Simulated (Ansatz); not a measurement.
# BaTiO$_{3}$, one cell by several methods

```
Ba Ti O
1.0
     3.99980    0.00000    0.00000
     0.00000    3.99980    0.00000
     0.00000    0.00000    4.01800
Ba Ti O
1 1 3
Cartesian
  0.0000 0.0000 0.0000
  1.9999 1.9999 1.9367
  1.9999 1.9999 0.0643
  1.9999 0.0000 2.0693
  0.0000 1.9999 2.0693
```

Atoms are numbered in the order listed.

The cell is COD entry 2100858, as deposited and not checked against the literature; nothing was relaxed.

No spin–orbit coupling, which matters for the heavy atoms here.

Levels of theory: DFT, PBE, PAW with Ansatz's default frozen-core files, scalar-relativistic (Ansatz 0.2.0); DFT, PBE, all-electron LAPW, scalar-relativistic (Ansatz 0.2.0).

For PAW: a Γ-centred 7×7×7 k mesh, Fermi–Dirac smearing of 0.08 eV, cutoff 420 eV, no spin polarisation. LAPW targets a basis error of 1 meV/atom. The Ansatz runs share mesh, smearing and spin set-up. Plane-wave (PAW) pressures include the program's estimate of the Pulay term.

Stress and pressure are positive in compression.

Levels count from the top of the valence band.

PAW results:

```json
{"quantity": "pressure (GPa)", "PAW": "2.66"}
{"quantity": "stress xx (GPa)", "PAW": "2.16"}
{"quantity": "stress zz (GPa)", "PAW": "3.65"}
{"quantity": "force on Ba1, z (eV/Å)", "PAW": "-0.095"}
{"quantity": "force on Ti2, z (eV/Å)", "PAW": "0.037"}
{"quantity": "force on O3, z (eV/Å)", "PAW": "0.351"}
{"quantity": "force on O4, z (eV/Å)", "PAW": "-0.147"}
{"quantity": "band gap (eV)", "PAW": "1.838"}
{"quantity": "highest filled level at A (eV)", "PAW": "0.000"}
{"quantity": "lowest empty level at A (eV)", "PAW": "4.198"}
{"quantity": "highest filled level at X (eV)", "PAW": "-0.852"}
{"quantity": "lowest empty level at X (eV)", "PAW": "2.240"}
{"quantity": "highest filled level at Γ (eV)", "PAW": "-0.295"}
{"quantity": "lowest empty level at Γ (eV)", "PAW": "1.838"}
```

Question: What does full-potential LAPW give for the same quantities?

Answer: 
```json
{"quantity": "pressure (GPa)", "LAPW": "2.66"}
{"quantity": "stress xx (GPa)", "LAPW": "2.18"}
{"quantity": "stress zz (GPa)", "LAPW": "3.64"}
{"quantity": "force on Ba1, z (eV/Å)", "LAPW": "-0.094"}
{"quantity": "force on Ti2, z (eV/Å)", "LAPW": "0.035"}
{"quantity": "force on O3, z (eV/Å)", "LAPW": "0.353"}
{"quantity": "force on O4, z (eV/Å)", "LAPW": "-0.146"}
{"quantity": "band gap (eV)", "LAPW": "1.832"}
{"quantity": "highest filled level at A (eV)", "LAPW": "0.000"}
{"quantity": "lowest empty level at A (eV)", "LAPW": "4.196"}
{"quantity": "highest filled level at X (eV)", "LAPW": "-0.854"}
{"quantity": "lowest empty level at X (eV)", "LAPW": "2.234"}
{"quantity": "highest filled level at Γ (eV)", "LAPW": "-0.297"}
{"quantity": "lowest empty level at Γ (eV)", "LAPW": "1.832"}
```
